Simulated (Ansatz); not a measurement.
# ScAl: pressure against volume

ScAl, Pm-3m, a = 3.344 Å. The structure is a Materials Project entry; whether it is the stable form wasn't checked. Ansatz: PBEsol, PAW, 420 eV, Γ-centred 12×12×12 mesh on 2 atoms, Gaussian smearing 0.10 eV; no spin polarisation. Symmetry fixes shape and atoms, so the cell is only scaled; pressure is positive in compression.

```tsv
V (Å³/atom)	P (GPa)
16.459	13.48
17.020	9.32
17.581	5.74
18.143	2.66
18.704	-0.01
19.265	?
19.826	-4.20
20.574	-6.41
```

Problem. Take V0 = 18.704 Å³/atom, count pressures from its P0 = -0.01 GPa, fit the third-order Birch–Murnaghan form to the other rows, and predict the missing pressure.

Solution. With the Eulerian strain f = ½[(V0/V)^(2/3) − 1] and y = (P − P0)/[3f(1 + 2f)^(5/2)], the form is the line y = B0 + 1.5 B0 (B0′ − 4) f. Rows (f, y): 0.04449, 81.7; 0.03246, 81.9; 0.02107, 82.0; 0.01025, 82.5; -0.01905, 80.8; -0.03078, 81.2. Means f = 0.009740, y = 81.683; Σ(Δf)² = 0.004323, ΣΔfΔy = 0.05452; the slope is their ratio. y = 81.56 + 12.61 f GPa, so B0 = 81.6 GPa and B0′ = 4 + 2 × (12.61)/(3 × 81.56) = 4.10. At V = 19.265, f = -0.00975, y = 81.44 and P = -2.28 GPa. The run gave -2.26 GPa, so the fit is 0.02 GPa too low, within the rms miss on the fitted rows (0.04 GPa).